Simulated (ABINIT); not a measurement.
## InP: single point with PBE

**What was measured.**

From a printed reference work, data compilation, for a bulk crystal of InP at 1.6 K: band gap 1.4236 eV (direct).

Crystal: InP.

```
CELL_PARAMETERS angstrom
0.00000 2.93050 2.93050
2.93050 0.00000 2.93050
2.93050 2.93050 0.00000
ATOMIC_POSITIONS crystal
In 0.00000 0.00000 0.00000
P 0.75000 0.75000 0.75000
```

- Program: ABINIT 10.8.3 (patched build)
- Task: single point
- Functional: PBE
- Potentials or basis: PseudoDojo NC FR PBE v0.4 standard
- Cutoff: 844 eV
- k mesh: 6 × 6 × 6
- Occupations: fermi-dirac, width 0.05 eV
- Spin: spin-orbit coupling, no magnetisation

```json
{"Pressure": "2.8 GPa", "Band gap on the k mesh": "0.68 eV, direct", "Valence electrons inside the program's atomic spheres": "In 9.92; P 2.78"}
```

Levels at points of the mesh, in eV from the valence-band top:
| k point | band 16 | band 17 | band 18 | band 19 | band 20 | band 21 |
| --- | --- | --- | --- | --- | --- | --- |
| (0.00, 0.00, 0.00) | 0.00 | 0.00 | 0.00 | 0.68 | 0.68 | 3.75 |
| (0.50, 0.00, 0.00) | -1.06 | -0.95 | -0.95 | 1.47 | 1.47 | 4.68 |
| (0.50, 0.50, 0.00) | -2.40 | -2.31 | -2.31 | 1.73 | 1.73 | 2.24 |

It took 100 s on 1 thread of Arm Neoverse V2, with other jobs on the host, peak memory 0.1 GiB.

Against the measured gap of InP, 1.4236 eV (direct; 1.6 K; a printed reference work, data compilation), the calculated 0.68 eV is off by -0.74 eV. The value is that of PBE, without temperature or zero-point motion. Semilocal functionals fall short of measured gaps as a rule.
